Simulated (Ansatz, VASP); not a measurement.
## Two plane-wave programs on MgO

INCAR

```
SYSTEM = MgO
PREC = Accurate ; ENCUT = 520
EDIFF = 1E-7 ; ISMEAR = 0
SIGMA = 0.05 ; LREAL = .False.
LASPH = .True. ; NELM = 80
ALGO = Normal ; ISIF = 2
LWAVE = .False. ; LCHARG = .False.
GGA = PE ; NBANDS = 11
```

The input KPOINTS:

```
Automatic mesh
0
Gamma
  9 9 8
  0 0 0
```

File POSCAR:

```
MgO
1.0
    2.9820912170      0.0000000000      0.0000000000
   -1.4910456085      2.5825667503      0.0000000000
    0.0000000000      0.0000000000      2.6796800000
Mg O
1 1
Direct
    0.0000000000      0.0000000000      0.0000000000
    0.3333333333      0.6666666667      0.5000000000
```

Input for Ansatz:

```yaml
crystal:
  lattice:
    - [2.982091217, 0.0, 0.0]
    - [-1.4910456085, 2.5825667503, 0.0]
    - [0.0, 0.0, 2.67968]
  atoms:
    - { symbol: Mg, position: [0.0, 0.0, 0.0] }
    - { symbol: O, position: [0.3333333333, 0.6666666667, 0.5] }
basis:
  ecutwfc: 420
kpoints:
  mp_grid: { grid: [9, 9, 8] }
hamiltonian:
  xc: pbe
scf:
  occupations: { method: gaussian, width: 0.05 }
output:
  forces: true
  stress: true
  eigenvalues: true
```

Change from the starting cell: strain +0.015 along x and y, +0.000 along z, atoms carried along.

Alike in both runs: task single point; functional PBE; k mesh 9 × 9 × 8; occupations gaussian, width 0.05 eV; no spin polarisation.

|  | VASP | Ansatz |
| --- | --- | --- |
| version | VASP 6.6.1 | Ansatz 0.2.0 |
| potentials or method | VASP PAW PBE potentials, release 64 (Mg, O) | scalar-relativistic, plane waves, PAW |
| plane-wave cutoff (eV) | 520 | 420 |
| valence electrons in the cell | 8 | 16 |

Ansatz gave:

| Item | Value |
| --- | --- |
| gap on the k mesh at the Fermi level (eV) | 2.72 |
| least direct gap on the mesh (eV) | 3.08 |
| pressure (GPa) | -3.6 |
| largest component of the traceless stress (GPa) | 4.42 |

Estimate VASP's values.

gap on the k mesh at the Fermi level (eV): 2.70; least direct gap on the mesh (eV): 3.07; pressure (GPa): -4.2; largest component of the traceless stress (GPa): 4.36.

The functional is the same, so the differences come from potentials, cutoffs and numerics. The two sets of potentials don't hold the same shells in valence.

Caveats: an odd mesh through Γ misses points on the zone boundary, where band edges often lie.
